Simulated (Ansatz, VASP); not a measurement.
# Pd: VASP beside Ansatz

The input INCAR:

```
  PREC = Accurate
  ENCUT = 520
  EDIFF = 1E-6
  ISMEAR = -1
  SIGMA = 0.08
  LREAL = F
  LASPH = T
  NELM = 100
  ALGO = Normal
  ISIF = 2
  LWAVE = F
  LCHARG = T
  GGA = PE
  LELF = T
  LVHAR = T
  NBANDS = 22
```

File KPOINTS:

```
Automatic mesh
0
Gamma
  17 17 6
```

Contents of POSCAR:

```
Pd
1.0
    0.0000000000      1.9726083356     -1.9726083356
   -1.9726083356      0.0000000000      1.9726083356
    3.9452166713      3.9452166713      3.9452166713
Pd
3
Direct
    0.0000000000      0.0000000000      0.0000000000
    0.3333333330      0.6666666670      0.3333333330
    0.6666666670      0.3333333330      0.6666666670
```

Input for Ansatz:

```yaml
crystal:
  lattice:
    - [0.0, 1.9726083356, -1.9726083356]
    - [-1.9726083356, 0.0, 1.9726083356]
    - [3.9452166713, 3.9452166713, 3.9452166713]
  atoms:
    - { symbol: Pd, position: [0.0, 0.0, 0.0] }
    - { symbol: Pd, position: [0.333333333, 0.666666667, 0.333333333] }
    - { symbol: Pd, position: [0.666666667, 0.333333333, 0.666666667] }
kpoints:
  mp_grid: { grid: [17, 17, 6] }
scf:
  occupations: { method: fermi_dirac, width: 0.08 }
hamiltonian:
  xc: pbe
  pseudopotentials: { kind: all_electron, lapw: { basis_error: 0.001 } }
output:
  forces: true
  stress: true
  eigenvalues: true
```

Alike in both runs: task single point; functional PBE; k mesh 17 × 17 × 6; occupations fermi-dirac, width 0.08 eV; no spin polarisation.

|  | VASP | Ansatz |
| --- | --- | --- |
| version | VASP 6.6.1 | Ansatz 0.2.0 |
| potentials or method | VASP PAW PBE potentials, release 64 (Pd) | all-electron LAPW, scalar-relativistic |
| plane-wave cutoff (eV) | 520 | see its input |

Ansatz gave:

| Quantity | Value |
| --- | --- |
| pressure (GPa) | -0.2 |

Question: What did VASP give for the same quantities?

Answer: Pressure (GPa): -0.3.

Ansatz ran all-electron here, so the differences hold the error of VASP's frozen core and of both bases.

Caveats: the real-space grid breaks the cell's symmetry a little (VASP).
